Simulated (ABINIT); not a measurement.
# CuO (F-43m) in ABINIT: convergence with k mesh

Aim: find how far k mesh must go before the results for CuO settle, at PBE. This setting moves, with any that are tied to it; all else stays.

All numbers are computed with ABINIT 10.8.3 (patched build); they aren't measurements. Logs are shortened: lines on timing, memory, paths and dates and some standing lists are left out, and cuts for length are marked. The log counts tension as positive stress, the text compression.

### 1 Starting point

The structure is cubic, space group F-43m (No. 216). The conventional cell has a = 4.655 Å, b = 4.655 Å, c = 4.655 Å, α = 90.00°, β = 90.00°, γ = 90.00°. Around Cu (site symmetry -43m) lie 4 O at 2.02 Å. Around O (site symmetry -43m) lie 4 Cu at 2.02 Å.

Measurements of this composition are mostly on another form, of space group No. 15.

### 2 With k mesh 2 × 2 × 2

File run.abi:

```
# Pseudopotentials
pp_dirpath "./"
pseudos "Cu.GGA_PBE-JTH.xml, O.GGA_PBE-JTH.xml"

# Structure
acell 3*1.0 Angstrom
rprim
     0.0000000000     2.3272527300     2.3272527300
     2.3272527300     0.0000000000     2.3272527300
     2.3272527300     2.3272527300     0.0000000000
ntypat 2
znucl 29 8
natom 2
typat 1 2
xred
     0.0000000000     0.0000000000     0.0000000000
     0.2500000000     0.2500000000     0.2500000000

# Plane-wave basis
ecut 707.496042 eV
pawecutdg 48.0
pawxcdev 0

# k points
kptopt 1
ngkpt 2 2 2
nshiftk 1
shiftk 0.0 0.0 0.0

# Exchange and correlation
ixc 11

# Bands and occupations
nband 17
occopt 3
tsmear 0.00183747

# SCF cycle
nstep 100
tolvrs 1.0e-9

# Output
iomode 3
prtwf 0
prtden 0
prteig 0
prtebands 0
enunit 1
```

Potentials or basis: JTH PAW PBE v2.0.

Launch:

```bash
$ mpirun --bind-to none -np 3 abinit run.abi > log 2>&1
```

run.abo:

```text
.Version 10.8.3 of ABINIT
 Symmetries : space group F-4 3 m (#216); Bravais cF (face-center cubic)
================================================================================
 Values of the parameters that define the memory need of the present run
     intxc =       0    ionmov =       0      iscf =      17    lmnmax =      18
     lnmax =       6     mgfft =      30  mpssoang =       3    mqgrid =    3001
     natom =       2  nloc_mem =       2    nspden =       1   nspinor =       1
    nsppol =       1      nsym =      24    n1xccc =       1    ntypat =       2
    occopt =       3   xclevel =       2
       mpw =         545          nfft =       27000          nkpt =           3
Pmy_natom=         1
 PAW method is used; the additional fine FFT grid is defined by:
   mgfftf=        40    nfftf =     64000
================================================================================
================================================================================

--------------------------------------------------------------------------------
------------- Echo of variables that govern the present computation ------------
--------------------------------------------------------------------------------
 -outvars: echo values of preprocessed input variables --------
            acell      1.8897261259E+00  1.8897261259E+00  1.8897261259E+00 Bohr
              amu      6.35460000E+01  1.59994000E+01
             ecut      2.60000000E+01 Hartree
           enunit           1
              ixc          11
         kptrlatt        2    0    0      0    2    0      0    0    2
          kptrlen      1.24390556E+01
            natom           2
            nband          17
            ngfft          30      30      30
          ngfftdg          40      40      40
             nkpt           3
            nstep         100
             nsym          24
           ntypat           2
           occopt           3
        pawecutdg      4.80000000E+01 Hartree
         pawxcdev           0
           prtden           0
        prtebands           0
           prteig           0
            prtwf           0
            rprim      0.0000000000E+00  2.3272527300E+00  2.3272527300E+00
                       2.3272527300E+00  0.0000000000E+00  2.3272527300E+00
                       2.3272527300E+00  2.3272527300E+00  0.0000000000E+00
          spgroup         216
           tolvrs      1.00000000E-09
           tsmear      1.83747000E-03 Hartree
            typat      1  2
           useylm           1
           xangst      0.0000000000E+00  0.0000000000E+00  0.0000000000E+00
                       1.1636263650E+00  1.1636263650E+00  1.1636263650E+00
            xcart      0.0000000000E+00  0.0000000000E+00  0.0000000000E+00
                       2.1989351427E+00  2.1989351427E+00  2.1989351427E+00
             xred      0.0000000000E+00  0.0000000000E+00  0.0000000000E+00
                       2.5000000000E-01  2.5000000000E-01  2.5000000000E-01
            znucl       29.00000    8.00000

================================================================================

 chkinp: Checking input parameters for consistency.

================================================================================
== DATASET  1 ==================================================================

--- !DatasetInfo
iteration_state: {dtset: 1, }
dimensions: {natom: 2, nkpt: 3, mband: 17, nsppol: 1, nspinor: 1, nspden: 1, mpw: 545, }
cutoff_energies: {ecut:  26.0, pawecutdg:  48.0, }
electrons: {nelect:   2.50000000E+01, charge:   0.00000000E+00, occopt:   3.00000000E+00, tsmear:   1.83747000E-03, }
meta: {optdriver: 0, ionmov: 0, optcell: 0, iscf: 17, paral_kgb: 0, }
...

 Exchange-correlation functional for the present dataset will be:
  GGA: Perdew-Burke-Ernzerhof functional - ixc=11
  J.P.Perdew, K.Burke, M.Ernzerhof, PRL 77, 3865 (1996)

 Real(R)+Recip(G) space primitive vectors, cartesian coordinates (Bohr,Bohr^-1):
 R(1)=  0.0000000  4.3978703  4.3978703  G(1)= -0.1136914  0.1136914  0.1136914
 R(2)=  4.3978703  0.0000000  4.3978703  G(2)=  0.1136914 -0.1136914  0.1136914
[... 85 lines left out ...]
- [  0.00000000E+00,   3.32546175E-04,   0.00000000E+00, ]
- [  0.00000000E+00,   0.00000000E+00,   3.32546175E-04, ]
pressure_GPa:  -9.7838E+00
xred      :
- [  0.0000E+00,   0.0000E+00,   0.0000E+00, Cu]
- [  2.5000E-01,   2.5000E-01,   2.5000E-01,  O]
cartesian_forces: # hartree/bohr
- [ -0.00000000E+00,  -0.00000000E+00,  -0.00000000E+00, ]
- [ -0.00000000E+00,  -0.00000000E+00,  -0.00000000E+00, ]
force_length_stats: {min:   0.00000000E+00, max:   0.00000000E+00, mean:   0.00000000E+00, }
...

 Integrated electronic density in atomic spheres:
 ------------------------------------------------
 Atom  Sphere_radius  Integrated_density
    1        2.00090         17.23558716
    2        1.41465          4.46273642

================================================================================

 ----iterations are completed or convergence reached----

 Mean square residual over all n,k,spin=   26.404E-14; max=  10.137E-13
 reduced coordinates (array xred) for    2 atoms
       0.000000000000      0.000000000000      0.000000000000
       0.250000000000      0.250000000000      0.250000000000
 rms dE/dt=  0.0000E+00; max dE/dt=  0.0000E+00; dE/dt below (all hartree)
    1       0.000000000000      0.000000000000      0.000000000000
    2       0.000000000000      0.000000000000      0.000000000000

 cartesian coordinates (angstrom) at end:
    1      0.00000000000000     0.00000000000000     0.00000000000000
    2      1.16362636500000     1.16362636500000     1.16362636500000

 cartesian forces (hartree/bohr) at end:
    1     -0.00000000000000    -0.00000000000000    -0.00000000000000
    2     -0.00000000000000    -0.00000000000000    -0.00000000000000
 frms,max,avg= 0.0000000E+00 0.0000000E+00   0.000E+00  0.000E+00  0.000E+00 h/b

 cartesian forces (eV/Angstrom) at end:
    1     -0.00000000000000    -0.00000000000000    -0.00000000000000
    2     -0.00000000000000    -0.00000000000000    -0.00000000000000
 frms,max,avg= 0.0000000E+00 0.0000000E+00   0.000E+00  0.000E+00  0.000E+00 e/A
 length scales=  1.889726125908  1.889726125908  1.889726125908 bohr
              =  1.000000000000  1.000000000000  1.000000000000 angstroms
 Fermi (or HOMO) energy (eV) =   3.33862   Average Vxc (eV)= -10.11687
 Eigenvalues (   eV  ) for nkpt=   3  k points:
 kpt#   1, nband= 17, wtk=  0.12500, kpt=  0.0000  0.0000  0.0000 (reduced coord)
-108.71393  -66.09134  -66.09134  -66.09134  -15.03189   -1.14076   -1.14076   -1.14076
   1.38254    1.38254    3.98421    3.98421    3.98421    4.01557   16.89211   16.89211
  16.89211
 prteigrs : prtvol=0 or 1, do not print more k-points.

--- !EnergyTerms
iteration_state     : {dtset: 1, }
comment             : Components of total free energy in Hartree
kinetic             :  1.83691347632283E+01
hartree             :  5.94303586983178E+01
xc                  : -5.58346697668758E+00
Ewald energy        : -1.13863729178574E+02
psp_core            :  6.14320708690892E+00
local_psp           : -1.47497866965001E+02
PAW spherical_terms : -3.10526929773309E+01
internal            : -2.14055055549138E+02
'-kT*entropy'       : -1.38467167800404E-03
total_energy        : -2.14056440220816E+02
total_energy_eV     : -5.82477247328838E+03
...

--- !EnergyTermsDC
iteration_state     : {dtset: 1, }
comment             : '"Double-counting" decomposition of free energy'
band_energy         : -2.32429700371587E+01
Ewald energy        : -1.13863729178574E+02
psp_core            :  6.14320708690892E+00
xc_dc               : -5.77893653524453E+01
PAW spherical_terms : -2.53021995704616E+01
internal            : -2.14055057051731E+02
'-kT*entropy'       : -1.38467167800404E-03
total_energy_dc     : -2.14056441723409E+02
total_energy_dc_eV  : -5.82477251417600E+03
...

--- !EnergyTermsWithPAWCore
iteration_state     : {dtset: 1, }
comment             : 'Components of total free energy, including PAW core contributions'
Total energy        : -1.73019173720850E+03
Total energy DC     : -1.73019173871109E+03
Total energy (eV)   : -4.70809156407853E+04
Total energy DC (eV): -4.70809156816729E+04
...

 Cartesian components of stress tensor (hartree/bohr^3)
  sigma(1 1)=  3.32546175E-04  sigma(3 2)=  0.00000000E+00
  sigma(2 2)=  3.32546175E-04  sigma(3 1)=  0.00000000E+00
  sigma(3 3)=  3.32546175E-04  sigma(2 1)=  0.00000000E+00

-Cartesian components of stress tensor (GPa)         [Pressure= -9.7838E+00 GPa]
- sigma(1 1)=  9.78384625E+00  sigma(3 2)=  0.00000000E+00
- sigma(2 2)=  9.78384625E+00  sigma(3 1)=  0.00000000E+00
- sigma(3 3)=  9.78384625E+00  sigma(2 1)=  0.00000000E+00

== END DATASET(S) ==============================================================
================================================================================

 -outvars: echo values of variables after computation  --------
            acell      1.8897261259E+00  1.8897261259E+00  1.8897261259E+00 Bohr
           etotal     -2.1405644172E+02
            fcart     -0.0000000000E+00 -0.0000000000E+00 -0.0000000000E+00
                      -0.0000000000E+00 -0.0000000000E+00 -0.0000000000E+00
            rprim      0.0000000000E+00  2.3272527300E+00  2.3272527300E+00
                       2.3272527300E+00  0.0000000000E+00  2.3272527300E+00
                       2.3272527300E+00  2.3272527300E+00  0.0000000000E+00
           strten      3.3254617497E-04  3.3254617497E-04  3.3254617497E-04
                       0.0000000000E+00  0.0000000000E+00  0.0000000000E+00
           xangst      0.0000000000E+00  0.0000000000E+00  0.0000000000E+00
                       1.1636263650E+00  1.1636263650E+00  1.1636263650E+00
             xred      0.0000000000E+00  0.0000000000E+00  0.0000000000E+00
                       2.5000000000E-01  2.5000000000E-01  2.5000000000E-01
 Calculation completed.
```

Wall time 4.2 s (3 MPI ranks of Arm Neoverse V1, shared host); peak memory 0.27 GiB.

Results:

- Free energy: -5824.7725 eV
- Pressure: -9.8 GPa
- Band gap on the k mesh: none (metal or under the smearing width)
- Valence electrons inside the program's atomic spheres: Cu 17.24; O 4.46

### 3 With k mesh 3 × 3 × 3

Changes to run.abi since step 2:

```diff
@@ -25,3 +25,3 @@
 kptopt 1
-ngkpt 2 2 2
+ngkpt 3 3 3
 nshiftk 1
```

Potentials or basis: JTH PAW PBE v2.0.

Launch:

```bash
$ mpirun --bind-to none -np 4 abinit run.abi > log 2>&1
```

It took 4.2 s on 4 MPI ranks of Arm Neoverse V1, shared host; peak memory 0.36 GiB.

Results (log left out):

- Free energy: -5825.0101 eV
- Pressure: -9.6 GPa
- Band gap on the k mesh: none (metal or under the smearing width)
- Valence electrons inside the program's atomic spheres: Cu 17.23; O 4.45

### 4 With k mesh 4 × 4 × 4

Changes to run.abi since step 3:

```diff
@@ -25,3 +25,3 @@
 kptopt 1
-ngkpt 3 3 3
+ngkpt 4 4 4
 nshiftk 1
```

Launch:

```bash
$ mpirun --bind-to none -np 4 abinit run.abi > log 2>&1
```

It took 5.5 s on 4 MPI ranks of Arm Neoverse V1, shared host; peak memory 0.36 GiB.

It converged, with:

* Free energy: -5825.0244 eV
* Pressure: -9.9 GPa
* Band gap on the k mesh: none (metal or under the smearing width)
* Valence electrons inside the program's atomic spheres: Cu 17.23; O 4.44

### 5 With k mesh 6 × 6 × 6

Changes to run.abi since step 4:

```diff
@@ -25,3 +25,3 @@
 kptopt 1
-ngkpt 4 4 4
+ngkpt 6 6 6
 nshiftk 1
```

Launch:

```bash
$ mpirun --bind-to none -np 4 abinit run.abi > log 2>&1
```

Wall time 7.7 s (4 MPI ranks of Arm Neoverse V1, shared host); peak memory 0.36 GiB.

The run converged. Its results:

```yaml
Free_energy: -5824.9884 eV
Pressure: -9.7 GPa
Band_gap_on_the_k_mesh: none (metal or under the smearing width)
Valence_electrons_inside_the_program's_atomic_spheres: Cu 17.22; O 4.45
```

### 6 With k mesh 8 × 8 × 8

Changes to run.abi since step 5:

```diff
@@ -25,3 +25,3 @@
 kptopt 1
-ngkpt 6 6 6
+ngkpt 8 8 8
 nshiftk 1
```

Potentials or basis: JTH PAW PBE v2.0.

Launch:

```bash
$ mpirun --bind-to none -np 4 abinit run.abi > log 2>&1
```

Wall time 10 s (4 MPI ranks of Arm Neoverse V1, shared host); peak memory 0.36 GiB.

It converged, with:

| Quantity | Value |
| --- | --- |
| Free energy | -5824.9989 eV |
| Pressure | -9.9 GPa |
| Band gap on the k mesh | none (metal or under the smearing width) |
| Valence electrons inside the program's atomic spheres | Cu 17.23; O 4.44 |

### 7 With k mesh 9 × 9 × 9

Changes to run.abi since step 6:

```diff
@@ -25,3 +25,3 @@
 kptopt 1
-ngkpt 8 8 8
+ngkpt 9 9 9
 nshiftk 1
```

Launch:

```bash
$ mpirun --bind-to none -np 4 abinit run.abi > log 2>&1
```

Wall time 12 s (4 MPI ranks of Arm Neoverse V1, shared host); peak memory 0.36 GiB.

The run converged. Its results:

```yaml
Free_energy: -5824.9975 eV
Pressure: -9.8 GPa
Band_gap_on_the_k_mesh: none (metal or under the smearing width)
Valence_electrons_inside_the_program's_atomic_spheres: Cu 17.23; O 4.44
```

### 8 With k mesh 10 × 10 × 10

Changes to run.abi since step 7:

```diff
@@ -25,3 +25,3 @@
 kptopt 1
-ngkpt 9 9 9
+ngkpt 10 10 10
 nshiftk 1
```

Launch:

```bash
$ mpirun --bind-to none -np 4 abinit run.abi > log 2>&1
```

Run time: 13 s. Hardware: 4 MPI ranks of Arm Neoverse V1, shared host; peak memory 0.36 GiB.

It converged, with:

```
Free energy                                           : -5824.9963 eV
Pressure                                              : -9.8 GPa
Band gap on the k mesh                                : none (metal or under the smearing width)
Valence electrons inside the program's atomic spheres : Cu 17.23; O 4.44
```

### 9 With k mesh 12 × 12 × 12

Changes to run.abi since step 8:

```diff
@@ -25,3 +25,3 @@
 kptopt 1
-ngkpt 10 10 10
+ngkpt 12 12 12
 nshiftk 1
```

Potentials or basis: JTH PAW PBE v2.0.

Launch:

```bash
$ mpirun --bind-to none -np 4 abinit run.abi > log 2>&1
```

It took 18 s on 4 MPI ranks of Arm Neoverse V1, shared host; peak memory 0.4 GiB.

Results (log left out):

```
Free energy                                           : -5824.9968 eV
Pressure                                              : -9.8 GPa
Band gap on the k mesh                                : none (metal or under the smearing width)
Valence electrons inside the program's atomic spheres : Cu 17.23; O 4.44
```

### 10 With k mesh 15 × 15 × 15

Changes to run.abi since step 9:

```diff
@@ -25,3 +25,3 @@
 kptopt 1
-ngkpt 12 12 12
+ngkpt 15 15 15
 nshiftk 1
```

Launch:

```bash
$ mpirun --bind-to none -np 4 abinit run.abi > log 2>&1
```

Run time: 25 s. Hardware: 4 MPI ranks of Arm Neoverse V1, shared host; peak memory 0.44 GiB.

Results (log left out):

* Free energy: -5824.9969 eV
* Pressure: -9.8 GPa
* Band gap on the k mesh: none (metal or under the smearing width)
* Valence electrons inside the program's atomic spheres: Cu 17.23; O 4.44

### 11 Summary

```tsv
k mesh	energy less the tightest run, at zero smearing (meV/atom)	pressure (GPa)	SCF cycles	CPU time (s)
2 × 2 × 2	115.97	-9.78	18	12
3 × 3 × 3	-2.70	-9.62	16	16
4 × 4 × 4	-13.05	-9.87	18	22
6 × 6 × 6	5.67	-9.74	20	30
8 × 8 × 8	-1.40	-9.91	17	40
9 × 9 × 9	-0.55	-9.85	20	49
10 × 10 × 10	0.56	-9.80	17	53
12 × 12 × 12	0.12	-9.85	16	70
15 × 15 × 15	0.00	-9.83	15	100
```

Against the tightest run, the energy stays within 1 meV/atom from 9 × 9 × 9 on; the pressure stays within 0.1 GPa from 4 × 4 × 4 on. Meshes of other sizes hit other points, so gaps and Fermi surfaces needn't settle smoothly. The tightest run that finished is the yardstick and may itself not be fully converged.

Caveats: an odd number of electrons without spin polarisation forces a metal; a magnetic or distorted state may lie lower; the run has no spin polarisation, though such a crystal can be magnetic; semilocal functionals often make such compounds metallic where correlation or magnetic order opens a gap, which also shifts bond lengths.
